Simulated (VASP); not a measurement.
# W (Im-3m) in VASP: relaxation of cell and atoms with PBE

Aim: the relaxation of cell and atoms of W with PBE.

Program: VASP 6.6.1. These are calculated values, not measurements. Logs are shortened: lines on timing, memory, paths and dates and some standing lists are left out, and cuts for length are marked.

### 1 Starting point

It takes space group Im-3m (No. 229, cubic). Conventional cell: a = 3.180 Å, b = 3.180 Å, c = 3.180 Å, α = 90.00°, β = 90.00°, γ = 90.00°. W (site symmetry m-3m) has 8 W at 2.75 Å as nearest neighbours.

The cell was built by a generator and needn't be a form met in nature.

### 2 Relaxation of cell and atoms, PBE

Contents of INCAR:

```
SYSTEM = W
ALGO = Fast
EDIFF = 1E-7
EDIFFG = -0.005
ENCUT = 600
GGA = PE
IBRION = 2
ISIF = 3
ISMEAR = -1
KPAR = 8
LASPH = .True.
LCHARG = .False.
LREAL = .False.
LWAVE = .False.
NELM = 100
NSW = 60
PREC = Accurate
SIGMA = 0.05
```

Contents of KPOINTS:

```
k-points
0
Gamma
  24 24 24
  0 0 0
```

Contents of POSCAR:

```
W
1.0
   -1.5900000000      1.5900000000      1.5900000000
    1.5900000000     -1.5900000000      1.5900000000
    1.5900000000      1.5900000000     -1.5900000000
W
1
Direct
    0.0000000000      0.0000000000      0.0000000000
```

Potentials or basis: VASP PAW PBE potentials, release 64 (W_sv).

Launch:

```bash
> cat potpaw_PBE.64/W_sv/POTCAR > POTCAR
> mpirun -np 8 vasp_std > vasp.out
```

OUTCAR:

```text
SYSTEM = W
   EDIFF = 1E-7
   EDIFFG = -0.005
   ENCUT = 600
   GGA = PE
   IBRION = 2
   ISIF = 3
   ISMEAR = -1
   LASPH = .True.
   LREAL = .False.
   NELM = 100
   NSW = 60
   PREC = Accurate

 ion  position               nearest neighbor table
   1  0.000  0.000  0.000-

  LATTYP: Found a body centered cubic cell.
 ALAT       =     3.1800000000

  Lattice vectors:

 A1 = (  -1.5900000000,   1.5900000000,   1.5900000000)
 A2 = (   1.5900000000,  -1.5900000000,   1.5900000000)
 A3 = (   1.5900000000,   1.5900000000,  -1.5900000000)

Analysis of symmetry for initial positions (statically):
=====================================================================
 Subroutine PRICEL returns:
 Original cell was already a primitive cell.

 Routine SETGRP: Setting up the symmetry group for a
 body centered cubic supercell.

 Subroutine GETGRP returns: Found 48 space group operations
 (whereof 48 operations were pure point group operations)
 out of a pool of 48 trial point group operations.

The static configuration has the point symmetry O_h .

Analysis of symmetry for dynamics (positions and initial velocities):
=====================================================================
 Subroutine PRICEL returns:
 Original cell was already a primitive cell.

 Routine SETGRP: Setting up the symmetry group for a
 body centered cubic supercell.

 Subroutine GETGRP returns: Found 48 space group operations
 (whereof 48 operations were pure point group operations)
 out of a pool of 48 trial point group operations.

The dynamic configuration has the point symmetry O_h .

 Subroutine INISYM returns: Found 48 space group operations
 (whereof 48 operations are pure point group operations),
 and found     1 'primitive' translations

----------------------------------------------------------------------------------------

                                     Primitive cell

  volume of cell :      16.0787

  direct lattice vectors                    reciprocal lattice vectors
    -1.590000000  1.590000000  1.590000000     0.000000000  0.314465409  0.314465409
     1.590000000 -1.590000000  1.590000000     0.314465409  0.000000000  0.314465409
     1.590000000  1.590000000 -1.590000000     0.314465409  0.314465409  0.000000000

  length of vectors
     2.753960784  2.753960784  2.753960784     0.444721246  0.444721246  0.444721246

  position of ions in fractional coordinates (direct lattice)
     0.000000000  0.000000000  0.000000000

  ion indices of the primitive-cell ions
   primitive index   ion index
                 1           1

----------------------------------------------------------------------------------------

 KPOINTS: k-points

Automatic generation of k-mesh.
 Grid dimensions read from file:
 generate k-points for:   24   24   24

 Generating k-lattice:

  Cartesian coordinates                     Fractional coordinates (reciprocal lattice)
     0.000000000  0.013102725  0.013102725     0.041666667  0.000000000  0.000000000
     0.013102725  0.000000000  0.013102725     0.000000000  0.041666667  0.000000000
     0.013102725  0.013102725  0.000000000     0.000000000  0.000000000  0.041666667

  Length of vectors
     0.018530052  0.018530052  0.018530052

  Shift w.r.t. Gamma in fractional coordinates (k-lattice)
     0.000000000  0.000000000  0.000000000

 Subroutine IBZKPT returns following result:
 ===========================================

 Found    413 irreducible k-points:

 Following reciprocal coordinates:
            Coordinates               Weight
  0.000000  0.000000  0.000000      1.000000
  0.041667  0.000000  0.000000     12.000000
  0.083333  0.000000  0.000000     12.000000
  0.125000  0.000000  0.000000     12.000000
  0.166667  0.000000  0.000000     12.000000
  0.208333  0.000000  0.000000     12.000000
[... 16 lines left out ...]
  0.416667  0.041667  0.000000     48.000000
  0.458333  0.041667  0.000000     48.000000
 [... further k-points ...]
   k-points           NKPTS =    413   k-points in BZ     NKDIM =    413   number of bands    NBANDS=     11
   number of dos      NEDOS =    301   number of ions     NIONS =      1
   total plane-waves  NPLWV =  13824
   dimension x,y,z NGX =    24 NGY =   24 NGZ =   24
   dimension x,y,z NGXF=    48 NGYF=   48 NGZF=   48
   ions per type =               1
   NGX,Y,Z   is equivalent  to a cutoff of  14.49, 14.49, 14.49 a.u.
   NGXF,Y,Z  is equivalent  to a cutoff of  28.98, 28.98, 28.98 a.u.
 SYSTEM =  W
   PREC   = accura    normal or accurate (medium, high low for compatibility)
   ISTART =      0    job   : 0-new  1-cont  2-samecut
   ICHARG =      2    charge: 1-file 2-atom 10-const
   ISPIN  =      1    spin polarized calculation?
   LNONCOLLINEAR =      F non collinear calculations
   LSORBIT =      F    spin-orbit coupling
   LASPH  =      T    aspherical Exc in radial PAW
   ENCUT  =  600.0 eV  44.10 Ry    6.64 a.u.   5.50  5.50  5.50*2*pi/ulx,y,z
   NELM   =    100;   NELMIN=  2; NELMDL= -5     # of ELM steps
   EDIFF  = 0.1E-06   stopping-criterion for ELM
   LREAL  =      F    real-space projection
   EDIFFG = -.5E-02   stopping-criterion for IOM
   NSW    =     60    number of steps for IOM
   IBRION =      2    ionic relax: 0-MD 1-quasi-New 2-CG
   NFREE  =      1    steps in history (QN), initial steepest desc. (CG)
   ISIF   =      3    stress and relaxation
   ISYM   =      2    0-nonsym 1-usesym 2-fastsym
   POTIM  = 0.5000    time-step for ionic-motion
   TEBEG  =    0.0;   TEEND  =   0.0 temperature during run
   PSTRESS=    0.0 pullay stress
   NELECT =      14.0000    total number of electrons
   NUPDOWN=      -1.0000    fix difference up-down
   EMIN   =  10.00;   EMAX   =-10.00  energy-range for DOS
   EFERMI =   0.00;   METHOD = LEGACY
   ISMEAR =    -1;   SIGMA  =   0.05  broadening in eV -4-tet -1-fermi 0-gaus
   EFERMI_NEDOS =   21; number of points for ismear=-14 and -15
   IALGO  =     68    algorithm
   IMIX   =      4    mixing-type and parameters
     AMIX     =   0.40;   BMIX     =  1.00
     AMIX_MAG =   1.60;   BMIX_MAG =  1.00
  volume/ion in A,a.u.               =      16.08       108.50
  Fermi-wavevector in a.u.,A,eV,Ry     =   1.563269  2.954150 33.250054  2.443810
  Thomas-Fermi vector in A             =   2.666065
   LORBIT       =      0    0 simple, 1 ext, 2 COOP (PROOUT), +10 PAW based schemes
   GGA     = PE    functional components
   LHFCALC =     F    Hartree Fock is set to
   AEXX    =    0.0000 exact exchange contribution
   IVDW    =     0    specifies the selected vdW correction
   LEPSILON=     F    determine dielectric tensor
   LRPA    =     F    only Hartree local field effects (RPA)
 conjugate gradient relaxation of ions
 non-spin polarized calculation
 RMM-DIIS sequential band-by-band and
  energy-cutoff  :      600.00
  volume of cell :       16.08
 maximum number of plane-waves:       555
 NGX is ok and might be reduce to    24
   NGX = 11   NGY = 11   NGZ = 11

--------------------------------------- Ionic step        1  -------------------------------------------

 number of electron      14.0000002 magnetization

 Free energy of the ion-electron system (eV)
  ---------------------------------------------------
  ext. energy  EPLUGINS =         0.00000000
  ---------------------------------------------------
  free energy    TOTEN  =       -12.95754642 eV

  energy without entropy =      -12.95432167  energy(sigma->0) =      -12.95593405

------------------------ aborting loop because EDIFF is reached ----------------------------------------

  FORCE on cell =-STRESS in cart. coord.  units (eV):
  Direction    XX          YY          ZZ          XY          YZ          ZX
  --------------------------------------------------------------------------------------
  -------------------------------------------------------------------------------------
  Total        0.1678707      0.1678707      0.1678707     -0.0000000      0.0000000     -0.0000000
  in kB       16.7276202     16.7276202     16.7276202     -0.0000000      0.0000000     -0.0000000
  external PRESSURE =      16.7276202 kB  Pullay stress =       0.0000000 kB
[... 55 lines left out ...]
  energy  without entropy=      -12.9493965273  energy(sigma->0) =      -12.95098448

--------------------------------------- Ionic step        3  -------------------------------------------

 number of electron      14.0000002 magnetization

 Free energy of the ion-electron system (eV)
  ---------------------------------------------------
  ext. energy  EPLUGINS =         0.00000000
  ---------------------------------------------------
  free energy    TOTEN  =       -12.95798305 eV

  energy without entropy =      -12.95476938  energy(sigma->0) =      -12.95637622

 E-fermi :  11.1937     XC(G=0): -13.5304

 val. band max:       11.1905032058   @ k =   0.5000   0.5000   0.2083
 cond. band min:      11.1943941238   @ k =  -0.4583   0.4583   0.0417
 fundamental gap:      0.0038909180
 Fermi energy:        11.1937265219

 k-point     1 :       0.0000    0.0000    0.0000
  band No.  band energies     occupation
      1     -63.0513      2.00000
      2     -26.6410      2.00000
      3     -26.6410      2.00000
      4     -26.6410      2.00000
      5       1.6337      2.00000
      6       9.9633      2.00000
      7       9.9633      2.00000
      8       9.9633      2.00000
      9      13.3754      0.00000
     10      13.3754      0.00000
     11      25.6343      0.00000
[... 309 lines left out ...]
 k-point    24 :       0.4583    0.0417    0.0000
  band No.  band energies     occupation
      1     -62.9283      2.00000
      2     -27.8362      2.00000
      3     -27.0394      2.00000
      4     -26.6559      2.00000
      5       5.0741      2.00000
      6       7.7091      2.00000
      7      11.5414      0.00191
      8      13.2421      0.00000
      9      14.2945      0.00000
     10      17.1679      0.00000
     11      21.8995      0.00000

 [... further k-points ...]

------------------------ aborting loop because EDIFF is reached ----------------------------------------

  FORCE on cell =-STRESS in cart. coord.  units (eV):
  Direction    XX          YY          ZZ          XY          YZ          ZX
  --------------------------------------------------------------------------------------
  -------------------------------------------------------------------------------------
  Total        0.0000676      0.0000676      0.0000676     -0.0000000     -0.0000000      0.0000000
  in kB        0.0067043      0.0067043      0.0067043     -0.0000000     -0.0000000      0.0000000
  external PRESSURE =       0.0067043 kB  Pullay stress =       0.0000000 kB
[... 16 lines left out ...]
  FREE ENERGIE OF THE ION-ELECTRON SYSTEM (eV)
  ---------------------------------------------------
  free  energy   TOTEN  =       -12.9579830514 eV

  energy  without entropy=      -12.9547693792  energy(sigma->0) =      -12.95637622

 reached required accuracy - stopping structural energy minimisation
```

It took 40 s on 8 MPI ranks of Intel Xeon Platinum 8488C (Sapphire Rapids), shared host; peak memory 0.22 GiB.

What came out:

* Free energy: -12.9580 eV
* Relaxed volume: 16.17 Å³/atom
* Relaxed cell: a = 2.759 Å, b = 2.759 Å, c = 2.759 Å, α = 109.47°, β = 109.47°, γ = 109.47°
* Space group after relaxing (to 0.05 Å): Im-3m (No. 229)
* Energy gained by relaxing: 0.4 meV/atom
* Ionic steps: 3
* Pressure after relaxing: 0.0 GPa
* Band gap on the k mesh: none (metal or under the smearing width)

The path:
```csv
step,energy change (eV),largest force (eV/Å),pressure (GPa),volume (Å³)
1,0.0000,0.0000,1.67,16.08
2,0.0050,0.0000,-5.53,16.47
3,-0.0004,0.0000,0.00,16.17
```

Final structure:
```
W
1.0
    -1.59286    1.59286    1.59286
     1.59286   -1.59286    1.59286
     1.59286    1.59286   -1.59286
W
1
Direct
  0.00000 0.00000 0.00000
```
